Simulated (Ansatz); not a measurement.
The system is MnSb.

```
Sb Mn
1.0
     4.15000    0.00000    0.00000
    -2.07500    3.59401    0.00000
     0.00000    0.00000    5.78000
Sb Mn
2 2
Direct
  0.66667 0.33333 0.75000
  0.33333 0.66667 0.25000
  0.00000 0.00000 0.50000
  0.00000 0.00000 0.00000
```

Base run:

* Program: Ansatz 0.2.0
* Functional: revPBE
* Potentials or basis: Ansatz PAW
* Cutoff: 420 eV (not typed: the program's choice for these potentials)
* k mesh: 7 × 7 × 5
* Occupations: fermi-dirac, width 0.05 eV
* Spin: collinear spin, ferromagnetic start
* Starting moments: [0.0, 0.0, 4.0, 4.0] μB

Its results: band gap on the k mesh none (metal or under the smearing width); pressure -1.1 GPa; net moment 6.78 μB per cell; site moments Sb -0.13; Mn +3.48 μB.

The run is repeated on the same cell with these changes: functional from revPBE to PBEsol. What comes out?

Band gap on the k mesh none (metal or under the smearing width); pressure -7.1 GPa; net moment 6.70 μB per cell; site moments Sb -0.12; Mn +3.42 μB.

PBEsol binds more tightly than revPBE, so the same cell stands under less pressure.

Caveats: spin-orbit coupling is left out, which moves the levels of the heavy elements; only a ferromagnetic start was run, and an antiferromagnetic order may lie lower in energy; the PAW data sets come from PBE, with cores solved anew for the run's functional, which leaves a small shift of forces and pressure.
